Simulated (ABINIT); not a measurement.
# Al (Fm-3m) in ABINIT: settings compared

Aim: see how the results for Al move with the level of theory and the settings. Levels: PBE+D3(BJ), BP86. Tasks: equation of state.

Everything below comes from runs of ABINIT 10.8.3 (patched build). Logs are shortened: lines on timing, memory, paths and dates and some standing lists are left out, and cuts for length are marked. The log counts tension as positive stress, the text compression.

**Measured values to compare with.**

From “The interpretation of polycrystalline coherent inelastic neutron scattering from aluminium”, 2013, pmc:3831299, for a bulk crystal of Al: bulk modulus 76.9 GPa.

The runs below are set against these values where they give the same quantity.

### 1 The structure

The structure is cubic, space group Fm-3m (No. 225). The conventional cell has a = 4.050 Å, b = 4.050 Å, c = 4.050 Å, α = 90.00°, β = 90.00°, γ = 90.00°. Al (site symmetry m-3m) has 12 Al at 2.86 Å as nearest neighbours.

### 2 Equation of state, PBE+D3(BJ)

The input, run.abi:

```
ndtset 7
getwfk -1
scalecart1 3*0.9795861087
scalecart2 3*0.9864848297
scalecart3 3*0.9932883884
scalecart4 3*1.0000000000
scalecart5 3*1.0066227096
scalecart6 3*1.0131594038
scalecart7 3*1.0196128224

pp_dirpath "./"
pseudos "Al.GGA_PBE-JTH.xml"

acell 3*1.0
rprim
     0.0000000000     3.8263269058     3.8263269058
     3.8263269058     0.0000000000     3.8263269058
     3.8263269058     3.8263269058     0.0000000000
ntypat 1
znucl 13
natom 1
typat 1
xred
     0.0000000000     0.0000000000     0.0000000000

ecut 20.0
pawecutdg 40.0

kptopt 1
ngkpt 11 11 11
nshiftk 1
shiftk 0.0 0.0 0.0

ixc 11
vdw_xc 7

nband 6
occopt 3
tsmear 0.00183747

nstep 100
tolvrs 1.0e-9

iomode 3
prtwf 1
prtden 0
prteig 0
prtebands 0
enunit 2
```

Potentials or basis: JTH PAW PBE v2.0.

Launch:

```bash
$ abinit run.abi > log 2>&1
```

run.abo:

```text
.Version 10.8.3 of ABINIT
 DATASET    1 : space group Fm -3 m (#225); Bravais cF (face-center cubic)
================================================================================
 Values of the parameters that define the memory need for DATASET  1.
     intxc =       0    ionmov =       0      iscf =      17    lmnmax =       8
     lnmax =       4     mgfft =      24  mpssoang =       2    mqgrid =    3001
     natom =       1  nloc_mem =       2    nspden =       1   nspinor =       1
    nsppol =       1      nsym =      48    n1xccc =       1    ntypat =       1
    occopt =       3   xclevel =       2
       mpw =         462          nfft =       13824          nkpt =          56
 PAW method is used; the additional fine FFT grid is defined by:
   mgfftf=        32    nfftf =     32768
================================================================================
================================================================================
[... 71 lines left out ...]
 DATASET    7 : space group Fm -3 m (#225); Bravais cF (face-center cubic)
================================================================================
 Values of the parameters that define the memory need for DATASET  7.
     intxc =       0    ionmov =       0      iscf =      17    lmnmax =       8
     lnmax =       4     mgfft =      24  mpssoang =       2    mqgrid =    3001
     natom =       1  nloc_mem =       2    nspden =       1   nspinor =       1
    nsppol =       1      nsym =      48    n1xccc =       1    ntypat =       1
    occopt =       3   xclevel =       2
       mpw =         532          nfft =       13824          nkpt =          56
 PAW method is used; the additional fine FFT grid is defined by:
   mgfftf=        32    nfftf =     32768
================================================================================
================================================================================

--------------------------------------------------------------------------------
------------- Echo of variables that govern the present computation ------------
--------------------------------------------------------------------------------
 -outvars: echo values of preprocessed input variables --------
            acell      1.0000000000E+00  1.0000000000E+00  1.0000000000E+00 Bohr
              amu      2.69815390E+01
             ecut      2.00000000E+01 Hartree
           enunit           2
           getwfk          -1
                       outvar_i_n : Printing only first  50 k-points.
              ixc          11
           jdtset        1    2    3    4    5    6    7
                       outvar_i_n : Printing only first  50 k-points.
         kptrlatt       11    0    0      0   11    0      0    0   11
          kptrlen1     5.83085676E+01
          kptrlen2     5.87192048E+01
          kptrlen3     5.91241776E+01
          kptrlen4     5.95236774E+01
          kptrlen5     5.99178855E+01
          kptrlen6     6.03069736E+01
          kptrlen7     6.06911048E+01
            natom           1
            nband           6
           ndtset           7
[... 38 lines left out ...]
           useylm           1
           vdw_xc           7
                       outvars : Printing only first  50 k-points.
            znucl       13.00000

================================================================================

 chkinp: Checking input parameters for consistency, jdtset=   1.

 chkinp: Checking input parameters for consistency, jdtset=   2.
[... 46 lines left out ...]
 getcut: wavevector=  0.0000  0.0000  0.0000  ngfft=  32  32  32
         ecut(hartree)=     40.000   => boxcut(ratio)=   2.12039

--- Pseudopotential description ------------------------------------------------
- pspini: atom type   1  psp file is ./Al.GGA_PBE-JTH.xml
 Pseudopotential format is: paw10
 basis_size (lnmax)=  4 (lmn_size=  8), orbitals=   0   0   1   1
 Spheres core radius: rc_sph= 1.90363307
 Shapefunction is SIN type: shapef(r)=[sin(pi*r/rshp)/(pi*r/rshp)]**2
 Radius for shape functions =  1.60786206
 Compensation charge density is not taken into account in XC energy/potential

  -1.09563711E+01                                ecore*ucvol(ha*bohr**3)
--------------------------------------------------------------------------------

================================================================================

--- !BeginCycle
iteration_state: {dtset: 1, }
solver: {iscf: 17, nstep: 100, nline: 4, wfoptalg: 10, }
tolerances: {tolvrs: 1.00E-09, }
...
[... 1210 lines left out ...]
-Cartesian components of stress tensor (GPa)         [Pressure= -7.4377E+00 GPa]
- sigma(1 1)=  7.43771193E+00  sigma(3 2)=  0.00000000E+00
- sigma(2 2)=  7.43771193E+00  sigma(3 1)=  0.00000000E+00
- sigma(3 3)=  7.43771193E+00  sigma(2 1)=  0.00000000E+00

== END DATASET(S) ==============================================================
================================================================================

 -outvars: echo values of variables after computation  --------
            acell      1.0000000000E+00  1.0000000000E+00  1.0000000000E+00 Bohr
           etotal1    -2.1181408031E+00
           etotal2    -2.1181562903E+00
           etotal3    -2.1180376669E+00
           etotal4    -2.1177986877E+00
           etotal5    -2.1174525822E+00
           etotal6    -2.1170108314E+00
           etotal7    -2.1164849169E+00
            fcart1    -0.0000000000E+00 -0.0000000000E+00 -0.0000000000E+00
            fcart2    -0.0000000000E+00 -0.0000000000E+00 -0.0000000000E+00
            fcart3    -0.0000000000E+00 -0.0000000000E+00 -0.0000000000E+00
            fcart4    -0.0000000000E+00 -0.0000000000E+00 -0.0000000000E+00
            fcart5    -0.0000000000E+00 -0.0000000000E+00 -0.0000000000E+00
            fcart6    -0.0000000000E+00 -0.0000000000E+00 -0.0000000000E+00
            fcart7    -0.0000000000E+00 -0.0000000000E+00 -0.0000000000E+00
            rprim1     0.0000000000E+00  3.7482166843E+00  3.7482166843E+00
                       3.7482166843E+00  0.0000000000E+00  3.7482166843E+00
                       3.7482166843E+00  3.7482166843E+00  0.0000000000E+00
[... 17 lines left out ...]
                       3.9013719758E+00  3.9013719758E+00  0.0000000000E+00
           strten1    -3.7847255135E-05 -3.7847255135E-05 -3.7847255135E-05
                       0.0000000000E+00  0.0000000000E+00  0.0000000000E+00
           strten2     2.5455585530E-05  2.5455585530E-05  2.5455585530E-05
                       0.0000000000E+00  0.0000000000E+00  0.0000000000E+00
           strten3     8.2065668124E-05  8.2065668124E-05  8.2065668124E-05
                       0.0000000000E+00  0.0000000000E+00  0.0000000000E+00
           strten4     1.3257990208E-04  1.3257990208E-04  1.3257990208E-04
                       0.0000000000E+00  0.0000000000E+00  0.0000000000E+00
           strten5     1.7754712842E-04  1.7754712842E-04  1.7754712842E-04
                       0.0000000000E+00  0.0000000000E+00  0.0000000000E+00
           strten6     2.1746871864E-04  2.1746871864E-04  2.1746871864E-04
                       0.0000000000E+00  0.0000000000E+00  0.0000000000E+00
           strten7     2.5280269001E-04  2.5280269001E-04  2.5280269001E-04
                       0.0000000000E+00  0.0000000000E+00  0.0000000000E+00
 Calculation completed.
```

It took 32 s on 1 thread of Arm Neoverse N1, shared host; peak memory 0.12 GiB.

What came out:

- Equilibrium volume: 15.81 Å³/atom
- Bulk modulus: 88 GPa
- Pressure derivative of the bulk modulus: 4.5

Energy against volume, from the lowest point:
```
volume (Å³/atom)  energy (meV/atom)
          15.607               0.42
          15.939               0.00
          16.271               3.23
          16.603               9.73
          16.935              19.15
          17.267              31.17
          17.599              45.48
```

Caveat: pressures at fixed basis lie under the slope of the energies.

### 3 Equation of state, BP86

The input, run.abi:

```
# Datasets: one volume each
ndtset 7
getwfk -1
scalecart1 3*0.9795861087
scalecart2 3*0.9864848297
scalecart3 3*0.9932883884
scalecart4 3*1.0000000000
scalecart5 3*1.0066227096
scalecart6 3*1.0131594038
scalecart7 3*1.0196128224

# Pseudopotentials
pp_dirpath "./"
pseudos "Al.GGA_PBE-JTH.xml"

# Structure
acell 2.8635066922 2.8635066922 2.8635066922 Angstrom
rprim
     0.0000000000     0.7071067812     0.7071067812
     0.7071067812     0.0000000000     0.7071067812
     0.7071067812     0.7071067812     0.0000000000
ntypat 1
znucl 13
natom 1
typat 1
xred
     0.0000000000     0.0000000000     0.0000000000

# Plane-wave basis
ecut 20.0
pawecutdg 40.0

# k points
kptopt 1
ngkpt 11 11 11
nshiftk 1
shiftk 0.0 0.0 0.0

# Exchange and correlation
ixc -106132

# Bands and occupations
nband 6
occopt 3
tsmear 0.05 eV

# SCF cycle
nstep 100
tolvrs 1.0e-9

# Output
iomode 3
prtwf 1
prtden 0
prteig 0
prtebands 0
enunit 1
```

Potentials or basis: JTH PAW PBE v2.0.

Launch:

```bash
$ abinit run.abi > log 2>&1
```

run.abo:

```text
.Version 10.8.3 of ABINIT
 DATASET    1 : space group Fm -3 m (#225); Bravais cF (face-center cubic)
================================================================================
 Values of the parameters that define the memory need for DATASET  1.
     intxc =       0    ionmov =       0      iscf =      17    lmnmax =       8
     lnmax =       4     mgfft =      24  mpssoang =       2    mqgrid =    3001
     natom =       1  nloc_mem =       2    nspden =       1   nspinor =       1
    nsppol =       1      nsym =      48    n1xccc =       1    ntypat =       1
    occopt =       3   xclevel =       2
       mpw =         462          nfft =       13824          nkpt =          56
 PAW method is used; the additional fine FFT grid is defined by:
   mgfftf=        32    nfftf =     32768
================================================================================
================================================================================
[... 71 lines left out ...]
 DATASET    7 : space group Fm -3 m (#225); Bravais cF (face-center cubic)
================================================================================
 Values of the parameters that define the memory need for DATASET  7.
     intxc =       0    ionmov =       0      iscf =      17    lmnmax =       8
     lnmax =       4     mgfft =      24  mpssoang =       2    mqgrid =    3001
     natom =       1  nloc_mem =       2    nspden =       1   nspinor =       1
    nsppol =       1      nsym =      48    n1xccc =       1    ntypat =       1
    occopt =       3   xclevel =       2
       mpw =         532          nfft =       13824          nkpt =          56
 PAW method is used; the additional fine FFT grid is defined by:
   mgfftf=        32    nfftf =     32768
================================================================================
================================================================================

--------------------------------------------------------------------------------
------------- Echo of variables that govern the present computation ------------
--------------------------------------------------------------------------------
 -outvars: echo values of preprocessed input variables --------
            acell      5.4112434080E+00  5.4112434080E+00  5.4112434080E+00 Bohr
              amu      2.69815390E+01
             ecut      2.00000000E+01 Hartree
           enunit           1
           getwfk          -1
                       outvar_i_n : Printing only first  50 k-points.
              ixc     -106132
           jdtset        1    2    3    4    5    6    7
                       outvar_i_n : Printing only first  50 k-points.
         kptrlatt       11    0    0      0   11    0      0    0   11
          kptrlen1     5.83085676E+01
          kptrlen2     5.87192049E+01
          kptrlen3     5.91241777E+01
          kptrlen4     5.95236775E+01
          kptrlen5     5.99178855E+01
          kptrlen6     6.03069736E+01
          kptrlen7     6.06911048E+01
            natom           1
            nband           6
           ndtset           7
            ngfft          24      24      24
          ngfftdg          32      32      32
             nkpt          56
            nstep         100
             nsym          48
           ntypat           1
                       prtocc : prtvol=0, do not print more k-points.
           occopt           3
        pawecutdg      4.00000000E+01 Hartree
         pawxcdev           0
           prtden           0
        prtebands           0
           prteig           0
            rprim1     0.0000000000E+00  6.9267198023E-01  6.9267198023E-01
                       6.9267198023E-01  0.0000000000E+00  6.9267198023E-01
                       6.9267198023E-01  6.9267198023E-01  0.0000000000E+00
            rprim2     0.0000000000E+00  6.9755011263E-01  6.9755011263E-01
                       6.9755011263E-01  0.0000000000E+00  6.9755011263E-01
                       6.9755011263E-01  6.9755011263E-01  0.0000000000E+00
            rprim3     0.0000000000E+00  7.0236095512E-01  7.0236095512E-01
                       7.0236095512E-01  0.0000000000E+00  7.0236095512E-01
                       7.0236095512E-01  7.0236095512E-01  0.0000000000E+00
            rprim4     0.0000000000E+00  7.0710678120E-01  7.0710678120E-01
                       7.0710678120E-01  0.0000000000E+00  7.0710678120E-01
                       7.0710678120E-01  7.0710678120E-01  0.0000000000E+00
            rprim5     0.0000000000E+00  7.1178974407E-01  7.1178974407E-01
                       7.1178974407E-01  0.0000000000E+00  7.1178974407E-01
                       7.1178974407E-01  7.1178974407E-01  0.0000000000E+00
            rprim6     0.0000000000E+00  7.1641188486E-01  7.1641188486E-01
                       7.1641188486E-01  0.0000000000E+00  7.1641188486E-01
                       7.1641188486E-01  7.1641188486E-01  0.0000000000E+00
            rprim7     0.0000000000E+00  7.2097514092E-01  7.2097514092E-01
                       7.2097514092E-01  0.0000000000E+00  7.2097514092E-01
                       7.2097514092E-01  7.2097514092E-01  0.0000000000E+00
          spgroup         225
           tolvrs      1.00000000E-09
           tsmear      1.83746611E-03 Hartree
            typat      1
           useylm           1
                       outvars : Printing only first  50 k-points.
            znucl       13.00000

================================================================================

 chkinp: Checking input parameters for consistency, jdtset=   1.

 chkinp: Checking input parameters for consistency, jdtset=   2.
[... 42 lines left out ...]
 getcut: wavevector=  0.0000  0.0000  0.0000  ngfft=  32  32  32
         ecut(hartree)=     40.000   => boxcut(ratio)=   2.12039

--- Pseudopotential description ------------------------------------------------
- pspini: atom type   1  psp file is ./Al.GGA_PBE-JTH.xml
 Pseudopotential format is: paw10
 basis_size (lnmax)=  4 (lmn_size=  8), orbitals=   0   0   1   1
 Spheres core radius: rc_sph= 1.90363307
 Shapefunction is SIN type: shapef(r)=[sin(pi*r/rshp)/(pi*r/rshp)]**2
 Radius for shape functions =  1.60786206
 Compensation charge density is not taken into account in XC energy/potential

  -1.09563711E+01                                ecore*ucvol(ha*bohr**3)
--------------------------------------------------------------------------------

[... 1124 lines left out ...]
-Cartesian components of stress tensor (GPa)         [Pressure= -3.4046E+00 GPa]
- sigma(1 1)=  3.40456310E+00  sigma(3 2)=  0.00000000E+00
- sigma(2 2)=  3.40456310E+00  sigma(3 1)=  0.00000000E+00
- sigma(3 3)=  3.40456310E+00  sigma(2 1)=  0.00000000E+00

== END DATASET(S) ==============================================================
================================================================================

 -outvars: echo values of variables after computation  --------
            acell      5.4112434080E+00  5.4112434080E+00  5.4112434080E+00 Bohr
           etotal1    -2.0947713278E+00
           etotal2    -2.0951403218E+00
           etotal3    -2.0953654100E+00
           etotal4    -2.0954610568E+00
           etotal5    -2.0954410416E+00
           etotal6    -2.0953174410E+00
           etotal7    -2.0951022552E+00
            fcart1    -0.0000000000E+00 -0.0000000000E+00 -0.0000000000E+00
            fcart2    -0.0000000000E+00 -0.0000000000E+00 -0.0000000000E+00
            fcart3    -0.0000000000E+00 -0.0000000000E+00 -0.0000000000E+00
            fcart4    -0.0000000000E+00 -0.0000000000E+00 -0.0000000000E+00
            fcart5    -0.0000000000E+00 -0.0000000000E+00 -0.0000000000E+00
            fcart6    -0.0000000000E+00 -0.0000000000E+00 -0.0000000000E+00
            fcart7    -0.0000000000E+00 -0.0000000000E+00 -0.0000000000E+00
            rprim1     0.0000000000E+00  6.9267198023E-01  6.9267198023E-01
                       6.9267198023E-01  0.0000000000E+00  6.9267198023E-01
                       6.9267198023E-01  6.9267198023E-01  0.0000000000E+00
[... 17 lines left out ...]
                       7.2097514092E-01  7.2097514092E-01  0.0000000000E+00
           strten1    -1.9788195533E-04 -1.9788195533E-04 -1.9788195533E-04
                       0.0000000000E+00  0.0000000000E+00  0.0000000000E+00
           strten2    -1.3004763796E-04 -1.3004763796E-04 -1.3004763796E-04
                       0.0000000000E+00  0.0000000000E+00  0.0000000000E+00
           strten3    -6.9224544157E-05 -6.9224544157E-05 -6.9224544157E-05
                       0.0000000000E+00  0.0000000000E+00  0.0000000000E+00
           strten4    -1.4766651459E-05 -1.4766651459E-05 -1.4766651459E-05
                       0.0000000000E+00  0.0000000000E+00  0.0000000000E+00
           strten5     3.3879860513E-05  3.3879860513E-05  3.3879860513E-05
                       0.0000000000E+00  0.0000000000E+00  0.0000000000E+00
           strten6     7.7221937217E-05  7.7221937217E-05  7.7221937217E-05
                       0.0000000000E+00  0.0000000000E+00  0.0000000000E+00
           strten7     1.1571874788E-04  1.1571874788E-04  1.1571874788E-04
                       0.0000000000E+00  0.0000000000E+00  0.0000000000E+00
 Calculation completed.
```

It took 36 s on 1 thread of Arm Neoverse N1, shared host; peak memory 0.12 GiB.

What came out:

| Property | Result |
| --- | --- |
| Equilibrium volume | 16.71 Å³/atom |
| Bulk modulus | 74 GPa |
| Pressure derivative of the bulk modulus | 4.6 |

Energy against volume, from the lowest point:
| volume (Å³/atom) | energy (meV/atom) |
| --- | --- |
| 15.607 | 18.77 |
| 15.939 | 8.73 |
| 16.271 | 2.60 |
| 16.603 | 0.00 |
| 16.935 | 0.54 |
| 17.267 | 3.91 |
| 17.599 | 9.76 |

Caveat: pressures at fixed basis lie under the slope of the energies; the PAW data sets were made with another functional, which shifts forces and pressure a little.

### 4 How close it comes

Step 2. Measured bulk modulus of Al: 76.9 GPa (quoted in “The interpretation of polycrystalline coherent inelastic neutron scattering from aluminium”, 2013, pmc:3831299). This calculation gives 88 GPa (+14.5 %). The fit is for a static lattice scaled at fixed shape and fixed fractional positions. The cell as given is a measured one (16.60 Å³/atom); PBE+D3(BJ) puts the equilibrium volume -4.8 % from it, thermal expansion not counted.

Step 3. Against the measured bulk modulus of Al, 76.9 GPa (quoted in “The interpretation of polycrystalline coherent inelastic neutron scattering from aluminium”, 2013, pmc:3831299), the calculated 74 GPa is off by -4.3 %. The fit is for a static lattice scaled at fixed shape and fixed fractional positions. The cell as given is a measured one (16.60 Å³/atom); BP86 puts the equilibrium volume +0.6 % from it, thermal expansion not counted.
